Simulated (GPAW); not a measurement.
# The basis that the transmission of a Bi chain with an O atom on top of one atom needs

How well does a Bi chain with an O atom on top of one atom conduct at low bias, and how far do basis and functional move the answer?

Program: GPAW 26.7.0. Level of theory: GPAW LCAO, PAW setups; Landauer transmission from Green's functions with principal layers (ASE), zero bias. Results are calculated unless marked as measured.

Most raw output is cut from this account.

## (1) The structure

The cell holds 10 atoms: 9 Bi and 1 O. Cell: a = 9.000 Å, b = 9.000 Å, c = 26.100 Å, α = 90.0°, β = 90.0°, γ = 90.0°. Regions: left lead, 4 atoms (4 Bi); channel, 2 atoms (1 Bi and 1 O); right lead, 4 atoms (4 Bi). Vacuum lies along a and b. The structure is stacked along c, and the current runs across the ab planes.

## (2) Double-zeta polarised basis

Localised orbitals split the wire into layers that couple to their neighbours alone, which is what the Green's function method needs; double zeta with polarisation is the usual level for numbers.

Contents of run.py:

```python
import json
import numpy as np
from ase import Atoms
from ase.transport.calculators import TransportCalculator
from gpaw import GPAW, FermiDirac
from gpaw.lcao.tools import get_lcao_hamiltonian
from scipy.linalg import eigh

# The junction with lead layers at both ends, along the third cell vector
device = Atoms(
    ['Bi', 'Bi', 'Bi', 'Bi', 'Bi', 'O', 'Bi', 'Bi', 'Bi', 'Bi'],
    positions=[
        [4.50000, 4.50000, 1.45000],
        [4.50000, 4.50000, 4.35000],
        [4.50000, 4.50000, 7.25000],
        [4.50000, 4.50000, 10.15000],
        [4.50000, 4.50000, 13.05000],
        [6.33220, 4.50000, 13.05000],
        [4.50000, 4.50000, 15.95000],
        [4.50000, 4.50000, 18.85000],
        [4.50000, 4.50000, 21.75000],
        [4.50000, 4.50000, 24.65000]],
    cell=[[9.0, 0.0, 0.0], [0.0, 9.0, 0.0], [0.0, 0.0, 26.1]],
    pbc=True)

# One principal layer of the lead: the first 2 atoms of the device
lead = Atoms(
    ['Bi', 'Bi'],
    positions=[
        [4.50000, 4.50000, 1.45000],
        [4.50000, 4.50000, 4.35000]],
    cell=[[9.0, 0.0, 0.0], [0.0, 9.0, 0.0], [0.0, 0.0, 5.8]],
    pbc=True)

settings = dict(mode='lcao', basis='dzp', xc='PBE', h=0.18,
                occupations=FermiDirac(0.1), maxiter=250,
                mixer=dict(beta=0.1, nmaxold=8, weight=100.0),
                convergence=dict(density=0.0001))
energies = np.arange(-3, 3 + 1e-9, 0.075)
eta = 0.0001
n1, n2 = 1, 1
# k and -k transmit alike, so half of the mesh across the current serves
mesh = [(i, j) for i in range(n1) for j in range(n2) if (i, j) <= (-i % n1, -j % n2)]
weights = np.array([1 if (i, j) == (-i % n1, -j % n2) else 2 for i, j in mesh]) / (n1 * n2)

# [... helper functions left out ...]
fermi_lead = ground_state(lead, (1, 1, 19), 'lead.txt')
fermi_device = ground_state(device, (1, 1, 3), 'device.txt')
# [... loop over the mesh left out, but for ...]
        # Shift the lead onto the potential of the device's first layer
        shift = ((H[:, 0, 0] - H0[:, 0, 0]) / S0[0, 0]).real.mean()
# [...]
kT = 8.617333e-5 * 300
bias = [0.1, 0.2, 0.5, 1.0, 1.5, 2.0]
# [... integrals and printing left out ...]
```

On the command line:

```bash
OMP_NUM_THREADS=1 OPENBLAS_NUM_THREADS=1 python run.py
```

Run time: 26 s. Hardware: 1 thread of AMD EPYC 9R45, shared host; peak memory 1.3 GiB.

This step gave:

```yaml
conductance: 1.631 G₀
thermopower: -2.503 μV/K
largest_coupling_past_the_next_principal_layer: 5.83e-6 eV
largest_misfit_of_the_first_principal_layer: 0.06490 eV
shift_that_aligns_the_lead: -0.01451 eV
basis_functions_of_the_junction: 220
basis_functions_of_a_principal_layer: 46
transmission_at_the_fermi_level_one_spin: 1.634
```

One spin. Table of transmission, zone mean by energy, zero at the Fermi level:

energy (eV), transmission, zone mean and a bar:
```
    -3.00       0.99 ################
    -2.77       0.11 ##
    -2.55       0.31 #####
    -2.48       0.32 #####
    -2.40       0.31 #####
    -2.17       0.22 ###
    -1.95       0.07 #
    -1.73       0.01 
    -1.57       0.14 ##
    -1.35       0.74 ############
    -1.12       0.94 ###############
    -0.90       1.01 #################
    -0.75       1.07 #################
    -0.53       1.20 ####################
    -0.30       1.40 #######################
    -0.07       1.59 ##########################
     0.00       1.63 ###########################
     0.07       1.67 ###########################
     0.30       1.74 #############################
     0.53       1.77 #############################
     0.75       1.79 #############################
     0.90       1.80 ##############################
     1.12       1.82 ##############################
     1.27       1.83 ##############################
     1.35       1.83 ##############################
     1.57       1.76 #############################
     1.73       1.42 #######################
     1.95       0.97 ################
     2.17       0.97 ################
     2.40       0.98 ################
     2.55       0.98 ################
     2.77       0.98 ################
     3.00       0.98 ################
```

Not self-consistent under bias; the bias window is split evenly. Table of current through one cell, from the zero-bias transmission by bias:

```
bias (V)  current through one cell, from the zero-bias transmission (μA)
   0.100                                                            12.6
   0.200                                                            25.2
   0.500                                                            62.6
   1.000                                                             122
   1.500                                                             179
   2.000                                                             233
```

Table of transmission of the three most open eigenchannels by energy, zero at the Fermi level:

```
energy (eV)  channel 1  channel 2  channel 3
      -3.00      0.988    3.1e-11          0
      -2.85    0.00499    2.6e-12          0
      -2.70      0.230    4.1e-11          0
      -2.55      0.313    3.8e-11          0
      -2.33      0.286    3.6e-11          0
      -2.17      0.215    3.5e-11          0
      -2.02      0.118    3.5e-11          0
      -1.88     0.0255    3.5e-11          0
      -1.73    0.00797    3.3e-11    3.2e-12
      -1.57      0.141    3.2e-11    2.0e-11
      -1.35      0.695     0.0462    0.00111
      -1.20      0.814     0.0920     3.3e-4
      -1.05      0.863      0.107    0.00104
      -0.90      0.894      0.110    0.00994
      -0.75      0.918      0.112     0.0351
      -0.60      0.936      0.117     0.0899
      -0.38      0.954      0.245      0.128
      -0.23      0.961      0.373      0.134
      -0.07      0.967      0.482      0.139
       0.00      0.968      0.526      0.140
       0.07      0.970      0.561      0.140
       0.23      0.972      0.614      0.137
       0.38      0.974      0.649      0.131
       0.60      0.976      0.687      0.118
       0.75      0.977      0.709      0.107
       0.90      0.977      0.731     0.0952
       1.05      0.977      0.754     0.0830
       1.20      0.977      0.776     0.0708
       1.35      0.977      0.790     0.0580
       1.57      0.976      0.748     0.0347
       1.73      0.972      0.435    0.00999
       1.88      0.970     1.6e-8    3.3e-11
       2.02      0.973    5.1e-11    2.1e-11
       2.17      0.975    2.0e-11    2.3e-12
       2.33      0.976    2.0e-11          0
       2.55      0.977    1.9e-11          0
       2.70      0.977    1.8e-11          0
       2.85      0.977    1.7e-11          0
       3.00      0.977    1.6e-11          0
```

Couplings past the next layer reach 5.8e-6 eV, small enough to drop; the matrix elements of the cell's first layer differ from the bulk lead's by up to 0.065 eV. That layer keeps its own values in the calculation, and only beyond it is the lead taken as perfect. The Fermi levels of lead and junction count from different zeros of potential, one for each periodic cell; with both set to zero, the small remaining shift is what aligns them. Without spin-orbit coupling, which is large for these atoms, channel counts and T are those of the scalar-relativistic bands. By hand: G = 1.631 × 77.48 μS = 126 μS, a resistance of 7.91 kΩ; at 0.1 V a linear junction would pass 12.6 μA, and the integral over the bias window gives 12.6 μA. Mott's formula, S = -(π²/3)(k_B²T/e) d ln T/dE, has the prefactor 7.33 μV/K·eV at 300 K; T = 1.588 at -0.075 eV and 1.671 at 0.075 eV give a slope of 0.341 per eV and S = -2.50 μV/K, beside -2.50 μV/K from the thermal integral, which interpolates the same grid.

## (3) GPAW, szp: basis = "szp(dzp)"

The second zeta is dropped, the polarisation orbitals stay.

Changes to run.py since step 2:

```diff
@@ -34,3 +34,3 @@
 
-settings = dict(mode='lcao', basis='dzp', xc='PBE', h=0.18,
+settings = dict(mode='lcao', basis='szp(dzp)', xc='PBE', h=0.18,
                 occupations=FermiDirac(0.1), maxiter=250,
```

Wall time 22 s (1 thread); peak memory 1.2 GiB.

This step gave:

```
conductance                                    : 1.623 G₀
thermopower                                    : -2.759 μV/K
largest coupling past the next principal layer : 5.75e-6 eV
largest misfit of the first principal layer    : 0.06244 eV
shift that aligns the lead                     : 0.001548 eV
basis functions of the junction                : 135
basis functions of a principal layer           : 28
transmission at the Fermi level (one spin)     : 1.626
```

One spin. The transmission, zone mean by energy, zero at the Fermi level:

energy (eV), transmission, zone mean and a bar:
```
    -3.00       0.74 ############
    -2.85       0.93 ###############
    -2.77       0.98 ################
    -2.70       0.27 ####
    -2.55       0.10 ##
    -2.33       0.21 ###
    -2.17       0.19 ###
    -2.02       0.13 ##
    -1.88       0.05 #
    -1.73       0.00 
    -1.57       0.05 #
    -1.35       0.72 ############
    -1.20       0.92 ###############
    -1.05       1.00 ################
    -0.90       1.04 #################
    -0.75       1.08 ##################
    -0.60       1.14 ###################
    -0.38       1.30 ######################
    -0.23       1.45 ########################
    -0.07       1.58 ##########################
     0.00       1.63 ###########################
     0.07       1.67 ###########################
     0.23       1.72 ############################
     0.38       1.75 #############################
     0.60       1.77 #############################
     0.75       1.78 #############################
     0.90       1.79 ##############################
     1.05       1.81 ##############################
     1.20       1.82 ##############################
     1.27       1.82 ##############################
     1.35       1.82 ##############################
     1.57       1.77 #############################
     1.73       1.54 #########################
     1.88       0.96 ################
     2.02       0.96 ################
     2.17       0.97 ################
     2.33       0.97 ################
     2.55       0.97 ################
     2.70       0.97 ################
     2.85       0.97 ################
     3.00       0.97 ################
```

Not self-consistent under bias; the bias window is split evenly. Current through one cell, from the zero-bias transmission against bias:

```
bias (V)  current through one cell, from the zero-bias transmission (μA)
   0.100                                                            12.6
   0.200                                                            25.1
   0.500                                                            62.2
   1.000                                                             121
   1.500                                                             178
   2.000                                                             233
```

Table of transmission of the three most open eigenchannels by energy, zero at the Fermi level:

```
energy (eV)  channel 1  channel 2  channel 3
    -3.0000      0.744          0          0
    -2.7750      0.978          0          0
    -2.4750      0.170          0          0
    -2.2500      0.206          0          0
    -2.0250      0.128          0          0
    -1.7250    0.00160    1.6e-11          0
    -1.5000      0.133    7.0e-10    4.4e-12
    -1.2750      0.729      0.118    0.00318
    -0.9750      0.851      0.168     3.9e-4
    -0.7500      0.895      0.170     0.0173
    -0.5250      0.925      0.175     0.0882
    -0.2250      0.948      0.312      0.185
     0.0000      0.957      0.483      0.186
     0.2250      0.961      0.583      0.176
     0.5250      0.964      0.653      0.146
     0.7500      0.966      0.695      0.120
     0.9750      0.967      0.738     0.0945
     1.2750      0.967      0.788     0.0632
     1.5000      0.966      0.790     0.0394
     1.7250      0.960      0.568     0.0101
     2.0250      0.962    5.5e-11          0
     2.2500      0.967          0          0
     2.4750      0.970          0          0
     2.7750      0.972          0          0
     3.0000      0.973          0          0
```

The conductance, 1.62 G₀, lies 0.5 % below that of the dzp run.

## (4) GPAW, sz: basis = "sz(dzp)"

The minimal basis is the cheapest rung: no second zeta and no polarisation.

Changes to run.py since step 3:

```diff
@@ -34,3 +34,3 @@
 
-settings = dict(mode='lcao', basis='szp(dzp)', xc='PBE', h=0.18,
+settings = dict(mode='lcao', basis='sz(dzp)', xc='PBE', h=0.18,
                 occupations=FermiDirac(0.1), maxiter=250,
```

Elapsed: 17 s, on 1 thread; peak memory 1.2 GiB.

This step gave:

```
conductance                                    : 1.657 G₀
thermopower                                    : -2.984 μV/K
largest coupling past the next principal layer : 5.39e-6 eV
largest misfit of the first principal layer    : 0.05731 eV
shift that aligns the lead                     : -0.002947 eV
basis functions of the junction                : 85
basis functions of a principal layer           : 18
transmission at the Fermi level (one spin)     : 1.660
```

The conductance, 1.66 G₀, lies 1.6 % above that of the dzp run.

## (5) LDA in the dzp basis: xc = "LDA"

Back in the dzp basis, the functional changes from PBE to LDA, to set the spread between functionals beside that between bases.

Changes to run.py since step 4:

```diff
@@ -34,3 +34,3 @@
 
-settings = dict(mode='lcao', basis='sz(dzp)', xc='PBE', h=0.18,
+settings = dict(mode='lcao', basis='dzp', xc='LDA', h=0.18,
                 occupations=FermiDirac(0.1), maxiter=250,
```

Elapsed: 23 s, on 1 thread; peak memory 1.3 GiB.

This step gave:

| Property | Result |
| --- | --- |
| conductance | 1.652 G₀ |
| thermopower | -2.540 μV/K |
| largest coupling past the next principal layer | 5.86e-6 eV |
| largest misfit of the first principal layer | 0.05889 eV |
| shift that aligns the lead | -0.007490 eV |
| basis functions of the junction | 220 |
| basis functions of a principal layer | 46 |
| transmission at the Fermi level (one spin) | 1.655 |

One spin. Table of transmission, zone mean by energy, zero at the Fermi level:

```
energy (eV)  transmission, zone mean
    -3.0000                    0.997
    -2.7750                    0.141
    -2.4750                    0.315
    -2.2500                    0.250
    -2.0250                    0.115
    -1.7250                  0.00687
    -1.5000                    0.256
    -1.2750                    0.835
    -0.9750                    0.996
    -0.7500                     1.07
    -0.5250                     1.20
    -0.2250                     1.48
     0.0000                     1.65
     0.2250                     1.74
     0.5250                     1.78
     0.7500                     1.80
     0.9750                     1.82
     1.2750                     1.83
     1.5000                     1.79
     1.7250                     1.38
     2.0250                    0.972
     2.2500                    0.975
     2.4750                    0.976
     2.7750                    0.977
     3.0000                    0.976
```

The conductance, 1.65 G₀, lies 1.3 % above that of the dzp run.

## (6) The ladder

Times are for 1 thread of AMD EPYC 9R45, shared host. Results by setting:

```
no.      run  conductance (G₀)  time  memory (GiB)
  1      dzp             1.631  26 s           1.3
  2      szp             1.623  22 s           1.2
  3       sz             1.657  17 s           1.2
  4  dzp LDA             1.652  23 s           1.3
```

## (7) Comparison

The curves are compared point by point over the common energies.

This step: comparison of transmission and cost over codes and levels (GPAW 26.7.0).

Ladder, by row:

```
   step  code  T at the Fermi level (sum over the listed spins)  conductance (G0)  r.m.s. T(E) from the first  wall time (s)  peak memory (GiB)  threads
    dzp  GPAW                                             1.634             1.631                           0          25.72               1.29        1
    szp  GPAW                                             1.626             1.623                      0.1532          21.92               1.24        1
     sz  GPAW                                              1.66             1.657                      0.1754          17.37               1.18        1
dzp-LDA  GPAW                                             1.655             1.652                     0.02285          22.55               1.29        1
```

Table of transmission, zone mean, sum over the listed spins by energy, zero at the Fermi level:

```
energy (eV)      dzp     szp      sz  dzp-LDA
      -3.00    0.988   0.744   0.675    0.997
      -2.77    0.115   0.978   0.800    0.141
      -2.55    0.313   0.103   0.720    0.312
      -2.48    0.318   0.170  0.0341    0.315
      -2.25    0.255   0.206   0.141    0.250
      -2.02    0.118   0.128   0.125    0.115
      -1.80  0.00181  0.0204  0.0343  0.00209
      -1.57    0.141  0.0454  0.0226    0.132
      -1.35    0.742   0.724   0.776    0.727
      -1.05    0.971   0.997   0.981    0.972
      -0.82     1.04    1.06    1.04     1.04
      -0.60     1.14    1.14    1.14     1.15
      -0.38     1.33    1.30    1.31     1.33
      -0.15     1.53    1.51    1.54     1.55
       0.00     1.63    1.63    1.66     1.65
       0.15     1.70    1.70    1.74     1.72
       0.38     1.75    1.75    1.80     1.77
       0.60     1.78    1.77    1.82     1.79
       0.82     1.80    1.79    1.83     1.81
       1.05     1.81    1.81    1.85     1.82
       1.27     1.83    1.82    1.86     1.83
       1.35     1.83    1.82    1.86     1.82
       1.57     1.76    1.77    1.82     1.74
       1.80    0.968   0.953   0.960    0.967
       2.02    0.973   0.962   0.969    0.972
       2.25    0.975   0.967   0.974    0.975
       2.55    0.977   0.970   0.978    0.976
       2.77    0.977   0.972   0.981    0.977
       3.00    0.977   0.973   0.982    0.976
```

(Continued in part 2 of 2.)

[Logs are printed without paths, hosts, clocks, repeated set-up lines and the standing remarks that a program may print on its own settings, such as how far it seeks lower states.]

[Hosts, paths, dates, database ids (printed as entryN), source tags and the programs' standing remarks are cut or masked in the printed files.]
